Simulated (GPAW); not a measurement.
CsI in GPAW: convergence with grid spacing (A)

Input of the first run (grid spacing (A) 0.26); the others differ in this setting and in those tied to it:

run.py

```python
from ase import Atoms
from ase.dft.bandgap import bandgap
from ase.io import write
from gpaw import GPAW

atoms = Atoms(['Cs', 'I'],
              cell=[[4.5667, 0.0, 0.0],
                    [0.0, 4.5667, 0.0],
                    [0.0, 0.0, 4.5667]],
              scaled_positions=[[0.0, 0.0, 0.0],
                                [0.5, 0.5, 0.5]],
              pbc=True)

calc = GPAW(mode='fd',
            h=0.26,
            xc='PBE',
            kpts={'size': (6, 6, 6), 'gamma': True},
            occupations={'name': 'fermi-dirac', 'width': 0.05},
            nbands=16,
            convergence={'density': 1e-05, 'energy': 1e-05},
            maxiter=100,
            txt='gpaw.txt')
atoms.calc = calc
energy = atoms.get_potential_energy()
forces = atoms.get_forces()
calc.write('gs.gpw')
write('result.traj', atoms)
print(f'Energy: {energy:.6f} eV')
print('Forces (eV/A):')
print(forces.round(4))
print('Fermi level:', round(calc.get_fermi_level(), 4), 'eV')
print(f'Gap: {bandgap(calc)[0]:.4f} eV, direct: {bandgap(calc, direct=True)[0]:.4f} eV')
```

Potentials or basis: GPAW PAW data sets (gpaw-data 1.2.1), fd.

Launch:

```sh
$ OMP_NUM_THREADS=1 python run.py
```

Hardware: 1 thread of Intel(R) Xeon(R) Platinum 8259CL CPU @ 2.50GHz (Skylake/Cascade Lake) (shared host).

| grid spacing (A) | energy less the tightest run, at zero smearing (meV/atom) | SCF cycles | CPU time (s) | peak memory (GiB) |
| --- | --- | --- | --- | --- |
| 0.26 | 95.32 | 11 | 14 | 0.16 |
| 0.23 | 29.32 | 12 | 25 | 0.2 |
| 0.2 | 9.25 | 11 | 38 | 0.26 |
| 0.18 | 9.25 | 11 | 38 | 0.26 |
| 0.16 | 3.62 | 13 | 68 | 0.34 |
| 0.14 | 1.93 | 13 | 110 | 0.45 |
| 0.12 | 0.00 | 16 | 230 | 0.78 |

Not settled before the last step: the energy (to 1 meV/atom). The tightest run that finished is the yardstick and may itself not be fully converged.

Caveat, for the tightest run too: the real-space grid adds noise to forces; spin-orbit coupling is left out, which moves the levels of the heavy elements.
